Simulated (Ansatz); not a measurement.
# Energy ranking of Mg3S2 structures

Method: DFT PBE, scalar-relativistic, plane waves, PAW in Ansatz 0.2.0. All cells share a 420 eV cutoff and Γ-centred k meshes spaced at most 0.3 Å⁻¹ (0.19 for metals, 2π included).

All energies are static (0 K, no zero-point motion). Only the structures computed here compete, so a lower one can exist. For metals, differences of a few meV/atom aren't resolved. No dispersion correction is applied, so the spacing between layers, chains or molecules is poorly fixed, and with it the volume and density (Mg3S2 P-3m1). No run is spin-polarised.

```tsv
#	started from	space group	atoms	V (Å³/atom)	ΔE (meV/atom)	gap on mesh (eV)
1	anti-tetradymite type	R-3m (No. 166)	5	19.9	0	0.14
2	anti-A-type sesquioxide type, changed	P-3m1 (No. 164)	5	29.0	220	0.04
```

The lowest structure: Space group R-3m (No. 166), trigonal, a = 3.661 Å, c = 25.730 Å. Mg on Wyckoff site a (1 atom of the primitive cell) has 6 S at 2.60 Å; around Mg on Wyckoff site c (2 atoms of the primitive cell) lie 3 S at 2.60 Å; around S lie 6 Mg at 2.60 Å. Its energy against the elements is -1.063 eV/atom. The zero of energy is the lowest elemental structures computed at the same level; no fitted shifts are applied.

Space group R-3m:H (No. 166). a = 3.661 Å, b = 3.661 Å, c = 25.730 Å, α = 90.00°, β = 90.00°, γ = 120.00°
```
atom  site  symmetry       x       y       z
  Mg    3a       -3m  0.0000  0.0000  0.0000
  Mg    6c        3m  0.0000  0.0000  0.2154
   S    6c        3m  0.3333  0.6667  0.0592
```

The second: Space group P-3m1 (No. 164), trigonal, a = 4.147 Å, c = 9.743 Å. Mg on Wyckoff site a (1 atom of the primitive cell) is coordinated by 6 S at 4.15 Å, 6 Mg at 4.15 Å and 6 Mg at 4.46 Å; around Mg on Wyckoff site d (2 atoms of the primitive cell) lie 3 S at 2.42 Å and 1 S at 2.60 Å; S has 3 Mg at 2.42 Å and 1 Mg at 2.60 Å.